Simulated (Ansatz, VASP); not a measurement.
Li2H in VASP and in Ansatz

```
CELL_PARAMETERS angstrom
1.35457 -2.76040 0.00000
1.35457 2.76040 0.00000
0.00000 0.00000 5.30561
ATOMIC_POSITIONS crystal
Li 0.00000 0.00000 0.76228
Li 0.00000 0.00000 0.23772
H 0.50000 0.50000 0.00000
```

Alike in both runs: functional PBE; k mesh 8 × 8 × 4; occupations gaussian, width 0.1 eV; no spin polarisation.

Ansatz relaxed the structure, and its values are those at the end. VASP's run is a single point on that final structure, the one shown.

|  | VASP | Ansatz |
| --- | --- | --- |
| version | VASP 6.6.1 | Ansatz 0.2.0 |
| potentials or method | VASP PAW PBE potentials, release 64 (Li_sv, H) | scalar-relativistic, plane waves, PAW |
| plane-wave cutoff (eV) | 520 | 420 |
| valence electrons in the cell | 7 | 7 |

```tsv
	VASP	Ansatz	Ansatz less VASP
gap on the k mesh at the Fermi level (eV)	none	none	-
rms of the force components (eV/Å)	0.010	0.009	-0.0004
```

A gap of «none» marks a metal or a gap that the smearing closes.
